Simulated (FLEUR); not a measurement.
# Ga (C2/c) in FLEUR: further runs

Runs on Ga. Level: LDA. Tasks: equation of state.

Program: FLEUR MaX-R8.1 (later development tree). These are calculated values, not measurements. Logs are shortened: lines on timing, memory, paths and dates and some standing lists are left out, and cuts for length are marked.

### Step 1. The structure

It takes space group C2/c (No. 15, monoclinic). Conventional cell: a = 2.766 Å, b = 8.053 Å, c = 3.332 Å, α = 90.00°, β = 92.02°, γ = 90.00°. Ga (site symmetry 2) is surrounded by 8 Ga at 2.69 to 2.92 Å.

This isn't the form of Ga at room conditions, which is orthorhombic.

### Step 2. Equation of state, LDA, 17.43 Å³/atom (volume scaled by 0.94)

The input, inp.xml:

```xml
<?xml version="1.0" encoding="UTF-8" standalone="no"?>
<fleurInput fleurInputVersion="0.39">
   <comment>
      Ga                                                                                                  
   </comment>
   <calculationSetup>
      <cutoffs Kmax="4.3" Gmax="13.3" GmaxXC="13.3" numbands="0"/>
      <scfLoop itmax="60" minDistance="0.00001" maxIterBroyd="15" imix="Anderson" alpha="0.05" precondParam="0.0" spinf="2.0" sdNocoIR="T"/>
      <coreElectrons ctail="T" frcor="F" kcrel="0" coretail_lmax="0"/>
      <xcFunctional name="vwn" relativisticCorrections="F"/>
      <magnetism jspins="1"/>
      <soc l_soc="F" theta="0.0" phi="0.0" spav="F"/>
      <expertModes spex="0" secvar="F"/>
      <geometryOptimization l_f="F" forcealpha="1.0" forcemix="BFGS" epsdisp="0.00001" epsforce="0.00001"/>
      <ldaU l_linMix="F" mixParam="0.05" spinf="1.0"/>
   </calculationSetup>
   <cell>
      <bzIntegration valenceElectrons="42.0" mode="hist" fermiSmearingEnergy="0.00183747">
         <kPointListSelection listName="default-1"/>
         <!-- k-points included here -->
         <xi:include xmlns:xi="http://www.w3.org/2001/XInclude" href="kpts.xml"> </xi:include>
      </bzIntegration>
      <!-- symmetry operations included here -->
      <xi:include xmlns:xi="http://www.w3.org/2001/XInclude" href="sym.xml"> </xi:include>
      <bulkLattice scale="0.9795861087">
         <bravaisMatrix>
            <row-1>    2.6134912303217996    -7.6089822407019003     0.0000000000000000</row-1>
            <row-2>    2.6134912303217996     7.6089822407019003     0.0000000000000000</row-2>
            <row-3>   -0.2219435991923826     0.0000000000000000     6.2926546588662093</row-3>
         </bravaisMatrix>
      </bulkLattice>
   </cell>
   <atomSpecies>
      <species name="Gallium (Ga)" element="Ga" atomicNumber="31">
         <mtSphere radius="2.28" gridPoints="777" logIncrement="0.016"/>
         <atomicCutoffs lmax="9" lnonsphr="9"/>
         <electronConfig flipSpins="F">
            <coreConfig>(1s1/2) (2s1/2) (2p1/2) (2p3/2)</coreConfig>
            <valenceConfig>(3s1/2) (3p1/2) (3p3/2) (4s1/2) (3d3/2) (3d5/2) (4p1/2) (4p3/2)</valenceConfig>
            <stateOccupation state="(4p1/2)" spinUp="0.166667" spinDown="0.166667"/>
            <stateOccupation state="(4p3/2)" spinUp="0.333333" spinDown="0.333333"/>
         </electronConfig>
         <energyParameters s="4" p="4" d="3" f="4"/>
         <lo type="SCLO" l="0" n="3" eDeriv="0"/>
         <lo type="SCLO" l="1" n="3" eDeriv="0"/>
         <lo type="SCLO" l="1" n="3" eDeriv="1"/>
         <lo type="HELO" l="2" n="4" eDeriv="0"/>
         <lo type="HELO" l="2" n="4" eDeriv="1"/>
         <lo type="SCLO" l="3" n="4" eDeriv="2"/>
      </species>
   </atomSpecies>
   <atomGroups>
      <atomGroup species="Gallium (Ga)">
         <relPos label="                   1">.1310000000 -.1310000000 -1.000/4.000</relPos>
         <relPos label="                   2">-.1310000000 .1310000000 1.000/4.000</relPos>
         <force calculate="T" relaxXYZ="TTT"/>
      </atomGroup>
   </atomGroups>
   <output dos="F" band="F" slice="F">
      <checks vchk="F" cdinf="F"/>
      <bandDOS minEnergy="-.5*Htr" maxEnergy="0.5*Htr" sigma="0.015" storeEVData="T"/>
      <vacuumDOS vacdos="F" integ="F" star="F" nstars="0" locx1="0.0" locy1="0.0" locx2="0.0" locy2="0.0" nstm="0" tworkf="0.0"/>
      <unfoldingBand unfoldBand="F" supercellX="1" supercellY="1" supercellZ="1"/>
      <plotting iplot="0" polar="F">
         <plot TwoD="T" vec1="  1.0  0.0  0.0" vec2="  0.0  1.0  0.0" vec3="  0.0  0.0  1.0" zero="  0.0  0.0  0.0" file="plot"/>
      </plotting>
      <chargeDensitySlicing numkpt="0" minEigenval="0.0" maxEigenval="0.0" nnne="0" pallst="F"/>
      <specialOutput eonly="F"/>
      <moessbauerParams electricFieldGradient="T" isomerShift="T" coreHyperfine="T" valenceHyperfine="T"/>
      <magneticCircularDichroism mcd="F" energyLo="-10.0" energyUp="0.0"/>
   </output>
  <!-- We include the file relax.xml here to enable relaxations (see documentation) -->
  <xi:include xmlns:xi="http://www.w3.org/2001/XInclude" href="relax.xml"> <xi:fallback/> </xi:include>
</fleurInput>
```

Potentials or basis: all-electron, FLAPW.

Command:

```
$ inpgen -f crystal.txt -profile fastHighL
$ # inp.xml edited to the form shown
$ fleur_MPI
```

Output:

```text
Welcome to FLEUR        (www.flapw.de)
      MaX-Release 8.1          (www.max-centre.eu)

 ========== k-point set info ==========
 Selected k-point list: default-1
 k-point list type: mesh
 10 x 10 x 8
 Number of k points: 227

 ------------Calculation Setup---------------------------
 Number of MPI-tasks      :            1
 Number of PE/node        :            1
 Number of OMP-threads    :            1
 Most efficient MPI parallelization for:
           1         227
 Additional eigenvalue parallelization possible
 Number of basis functions:          414
 Approximate size of matrices (H+S) per k-point:         0.003 GB
 --------------------------------------------------------
 Iteration:     1   Distance:       5.91113121 me/bohr^3
 Iteration:     2   Distance:       5.23900465 me/bohr^3
 Iteration:     3   Distance:       2.58932264 me/bohr^3
 Iteration:     4   Distance:       0.42811612 me/bohr^3
 Iteration:     5   Distance:       0.47281692 me/bohr^3
 Iteration:     6   Distance:       0.13060483 me/bohr^3
 Iteration:     7   Distance:       0.02702570 me/bohr^3
 Iteration:     8   Distance:       0.05194560 me/bohr^3
 Iteration:     9   Distance:       0.00102591 me/bohr^3
 Iteration:    10   Distance:       0.00122168 me/bohr^3
 Iteration:    11   Distance:       0.00005706 me/bohr^3
 Iteration:    12   Distance:       0.00000916 me/bohr^3

 ********************************************************************
 Run finished successfully
 Stop message:
   all done
 ********************************************************************
```

out.xml (last iteration):

```text
<iteration numberForCurrentRun="   12" overallNumber="   12">
         <energyParameters units="Htr">
            <atomicEP atomType="1" spin="1" branch="4s" branchLowest="-4.98" branchHighest="1.06" value="0.0045579178"/>
            <atomicEP atomType="1" spin="1" branch="4p" branchLowest="-3.19" branchHighest="1.70" value="0.2006080883"/>
            <atomicEP atomType="1" spin="1" branch="3d" branchLowest="-9.99" branchHighest="-0.24" value="-0.2775812197"/>
            <atomicEP atomType="1" spin="1" branch="4f" branchLowest="-9.99" branchHighest="3.46" value="0.5532325146"/>
            <loAtomicEP atomType="1" spin="1" branch="3s" branchLowest="-45.86" branchHighest="-4.98" value="-4.9858088026"/>
            <loAtomicEP atomType="1" spin="1" branch="3p" branchLowest="-39.91" branchHighest="-3.19" value="-3.1948151649"/>
            <loAtomicEP atomType="1" spin="1" branch="3p" branchLowest="-39.91" branchHighest="-3.19" value="-3.1948151649"/>
            <heloAtomicEP atomType="1" spin="1" branch="4d" branchLowest="2.13" branchHighest="2.13" value="2.1253445357"/>
            <heloAtomicEP atomType="1" spin="1" branch="4d" branchLowest="2.13" branchHighest="2.13" value="2.1253445357"/>
            <loAtomicEP atomType="1" spin="1" branch="4f" branchLowest="-9.99" branchHighest="3.46" value="0.5532348647"/>
         </energyParameters>
         <eigenvalues>
            <eigenvaluesAt spin="1" ikpt="1" k_x="0.00000000" k_y="0.00000000" k_z="0.00000000">
                      -4.9858417700       -4.9857960503       -3.1937309651       -3.1934984335       -3.1929603862
                      -3.1928658791       -3.1928397087       -3.1925811345       -0.2950076772       -0.2947423006
                      -0.2931167232       -0.2924053755       -0.2804024362       -0.2802799693       -0.2791736560
                      -0.2788963564       -0.2783276733       -0.2725764747       -0.1632358651        0.1847286848
                       0.2109458182        0.3273417935        0.4749816957        0.6377896976        0.6568674320
                       0.6655085463        0.6776134571        0.7635285209        0.7719167661        0.7798750065
                       0.8802938939        1.1470409827        1.1750016943
            </eigenvaluesAt>
            <eigenvaluesAt spin="1" ikpt="2" k_x="0.00000000" k_y="0.00000000" k_z="0.12500000">
                      -4.9858399578       -4.9857977220       -3.1937249894       -3.1935103935       -3.1929451924
                      -3.1928648813       -3.1928405541       -3.1925950377       -0.2955154563       -0.2936606426
                      -0.2931028550       -0.2913506295       -0.2815864332       -0.2815418655       -0.2785369201
                      -0.2779614721       -0.2778718736       -0.2736681573       -0.1549658775        0.1945215733
                       0.1950692882        0.2853675259        0.5542411279        0.5997566869        0.6024155259
                       0.6450145722        0.6711457139        0.7683447301        0.7856237691        0.8790261929
                       0.9305536658        1.0685205384        1.0885678454
            </eigenvaluesAt>
            <eigenvaluesAt spin="1" ikpt="3" k_x="0.00000000" k_y="0.00000000" k_z="0.25000000">
                      -4.9858348519       -4.9858025202       -3.1937065570       -3.1935426319       -3.1929027254
                      -3.1928620159       -3.1928431756       -3.1926351788       -0.2957934315       -0.2932255789
                      -0.2911865568       -0.2890073264       -0.2831390707       -0.2830332518       -0.2794243931
                      -0.2768109113       -0.2766484259       -0.2762492861       -0.1300138438        0.1254906722
                       0.2233426236        0.2791845246        0.5013345932        0.5100215749        0.6646611018
                       0.6884945498        0.6949964032        0.7883197377        0.8139915605        0.9616490135
                       0.9987445823        1.0131300888        1.0209692322
            </eigenvaluesAt>
            <eigenvaluesAt spin="1" ikpt="4" k_x="0.00000000" k_y="0.00000000" k_z="0.37500000">
                      -4.9858272475       -4.9858097483       -3.1936753732       -3.1935868239       -3.1928575112
                      -3.1928499818       -3.1928368556       -3.1926951035       -0.2954124590       -0.2937177637
                      -0.2882293365       -0.2858247912       -0.2842602317       -0.2840666376       -0.2817099230
                      -0.2793768659       -0.2758328745       -0.2758100971       -0.0883019818        0.0424855095
                       0.2697915969        0.3097006698        0.4107810375        0.4281669343        0.6926125417
                       0.7093939781        0.8218935529        0.8492104901        0.8507315938        0.9056012228
                       0.9309156165        0.9539649238        0.9961620286
            </eigenvaluesAt>
         </eigenvalues>
         <bandgap value="0.0246659350" units="eV"/>
         <sumValenceSingleParticleEnergies value="-63.3853153547" units="Htr"/>
         <FermiEnergy value="0.2672646845" units="Htr"/>
         <valenceDensity>
            <mtCharges spin="1">
               <mtCharge atomType="1" total="19.4386899" s="2.9157119" p="6.5990509" d="9.9158800" f="0.0070191"/>
            </mtCharges>
            <spinDependentCharge spin="1" total="42.0000000" interstitial="3.1226202" mtSpheres="38.8773798"/>
            <totalCharge value="42.0000000000"/>
         </valenceDensity>
         <coreStates atomType="     1" atomicNumber=" 31" spin="1" kinEnergy="   1691.4162638639" eigValSum="  -1080.6701459980" lostElectrons=" 0.000000">
            <state n="1" l="0" j="0.5" energy="-374.7077599519" weight="1.0000000000"/>
            <state n="2" l="0" j="0.5" energy="-45.8621615211" weight="1.0000000000"/>
            <state n="2" l="1" j="0.5" energy="-40.5978194054" weight="1.0000000000"/>
            <state n="2" l="1" j="1.5" energy="-39.5836660603" weight="2.0000000000"/>
         </coreStates>
         <allElectronCharges>
            <spinDependentCharge spin="1" total="62.0000000" interstitial="3.1226202" mtSpheres="58.8773798"/>
            <totalCharge value="62.0000000000"/>
         </allElectronCharges>
         <moessbauerParams unitsHFF="kG" unitsIS="e/bohr^3" unitsEFG="Htr/bohr^2">
            <coreIsomerShift atomType="1" isTotal="27860.98629">
               <shell n="1" l="0" isomerShift="25320.57536"/>
               <shell n="2" l="0" isomerShift="2519.77664"/>
               <shell n="2" l="1" isomerShift="20.63429"/>
            </coreIsomerShift>
            <isomerShift atomType="1" nucleusRadius="0.0000972" averageDensity="28264.43231"/>
            <electricFieldGradient atomType="1" VXX="-0.09594" VYY="-0.21880" VZZ="0.31474" asymParam="0.39036">
            </electricFieldGradient>
         </moessbauerParams>
         <totalEnergy                                    value="    -3882.6716929860" units="Htr">
            <sumOfEigenvalues                            value="    -2224.7256073507">
               <coreElectrons value="-2161.3402919960"/>
               <valenceElectrons value="-63.3853153547"/>
            </sumOfEigenvalues>
            <densityCoulombPotentialIntegral value="-5989.0034662161"/>
            <densityEffectivePotentialIntegral value="-6181.9943670752"/>
            <chargeDenXCDenIntegral value="-145.7282375897"/>
            <FockExchangeEnergyValence value="0.0000000000"/>
            <FockExchangeEnergyCore value="0.0000000000"/>
            <atomTypeDependentContributions atomType="1">
               <electronNucleiInteractionDifferentMTs value="4672.0998283953"/>
               <MadelungTerm value="-27.6106536175"/>
            </atomTypeDependentContributions>
            <tkbTimesEntropy value="0.0001896461"/>
            <freeEnergy value="-3882.6718826321"/>
            <extrapolationTo0K value="-3882.6717878091"/>
         </totalEnergy>
         <densityConvergence units="me/bohr^3">
            <chargeDensity spin="1" distance="0.0000091561"/>
         </densityConvergence>
      </iteration>
```

Run time: 6.5 min. Hardware: 1 thread of Intel Xeon at 2.50GHz (Skylake/Cascade Lake), shared host; peak memory 0.1 GiB.

Results:

```
Free energy                                           : -105652.8843 eV
Band gap on the k mesh                                : none (metal or under the smearing width)
Valence electrons inside the program's atomic spheres : Ga 19.44 (radii Ga 2.28 bohr)
```

### Step 3. Equation of state, LDA, 17.80 Å³/atom (volume scaled by 0.96)

Changes to inp.xml since step 2:

```diff
@@ -24,3 +24,3 @@
       <xi:include xmlns:xi="http://www.w3.org/2001/XInclude" href="sym.xml"> </xi:include>
-      <bulkLattice scale="0.9795861087">
+      <bulkLattice scale="0.9864848297">
          <bravaisMatrix>
```

Potentials or basis: all-electron, FLAPW.

Command:

```
$ inpgen -f crystal.txt -profile fastHighL
$ # inp.xml edited to the form shown
$ fleur_MPI
```

Wall time 5.4 min (1 thread of Intel Xeon at 2.50GHz (Skylake/Cascade Lake), shared host); peak memory 0.1 GiB.

It converged, with:

| Item | Value |
| --- | --- |
| Free energy | -105652.8785 eV |
| Band gap on the k mesh | none (metal or under the smearing width) |
| Valence electrons inside the program's atomic spheres | Ga 19.42 (radii Ga 2.28 bohr) |

### Step 4. Equation of state, LDA, 18.54 Å³/atom

Changes to inp.xml since step 3:

```diff
@@ -24,3 +24,3 @@
       <xi:include xmlns:xi="http://www.w3.org/2001/XInclude" href="sym.xml"> </xi:include>
-      <bulkLattice scale="0.9864848297">
+      <bulkLattice scale="1.0000000000">
          <bravaisMatrix>
```

Command:

```
$ inpgen -f crystal.txt -profile fastHighL
$ # inp.xml edited to the form shown
$ fleur_MPI
```

Run time: 5.5 min. Hardware: 1 thread of Intel Xeon at 2.50GHz (Skylake/Cascade Lake), shared host; peak memory 0.1 GiB.

Results (log left out):

* Free energy: -105652.8506 eV
* Band gap on the k mesh: none (metal or under the smearing width)
* Valence electrons inside the program's atomic spheres: Ga 19.39 (radii Ga 2.28 bohr)

### Step 5. Equation of state, LDA, 19.28 Å³/atom (volume scaled by 1.04)

Changes to inp.xml since step 4:

```diff
@@ -24,3 +24,3 @@
       <xi:include xmlns:xi="http://www.w3.org/2001/XInclude" href="sym.xml"> </xi:include>
-      <bulkLattice scale="1.0000000000">
+      <bulkLattice scale="1.0131594038">
          <bravaisMatrix>
```

Command:

```
$ inpgen -f crystal.txt -profile fastHighL
$ # inp.xml edited to the form shown
$ fleur_MPI
```

Wall time 5.5 min (1 thread of Intel Xeon at 2.50GHz (Skylake/Cascade Lake), shared host); peak memory 0.1 GiB.

The run converged. Its results:

- Free energy: -105652.8057 eV
- Band gap on the k mesh: none (metal or under the smearing width)
- Valence electrons inside the program's atomic spheres: Ga 19.37 (radii Ga 2.28 bohr)

### Step 6. Equation of state, LDA, 19.66 Å³/atom (volume scaled by 1.06)

Changes to inp.xml since step 5:

```diff
@@ -24,3 +24,3 @@
       <xi:include xmlns:xi="http://www.w3.org/2001/XInclude" href="sym.xml"> </xi:include>
-      <bulkLattice scale="1.0131594038">
+      <bulkLattice scale="1.0196128224">
          <bravaisMatrix>
```

Potentials or basis: all-electron, FLAPW.

Command:

```
$ inpgen -f crystal.txt -profile fastHighL
$ # inp.xml edited to the form shown
$ fleur_MPI
```

Wall time 5.7 min (1 thread of Intel Xeon at 2.50GHz (Skylake/Cascade Lake), shared host); peak memory 0.1 GiB.

The run converged. Its results:

```
Free energy                                           : -105652.7785 eV
Band gap on the k mesh                                : none (metal or under the smearing width)
Valence electrons inside the program's atomic spheres : Ga 19.36 (radii Ga 2.28 bohr)
```

### Step 7. Equation of state, LDA

No new run: the results of the series are fitted here.

What came out:

```yaml
Equilibrium_volume: "17.29 Å³/atom (rough: see the caveat)"
Bulk_modulus_at_fixed_shape_and_positions: 70 GPa (rough)
```

Energy against volume, from the lowest point:
```tsv
volume (Å³/atom)	energy (meV/atom)
17.431	0.00
17.801	2.90
18.543	16.85
19.285	39.26
19.656	52.90
```

Caveat: the minimum lies outside the volumes run; the cell was scaled at fixed shape and fractional positions, which overstates the stiffness of a crystal with free parameters, most of all of layers and chains.
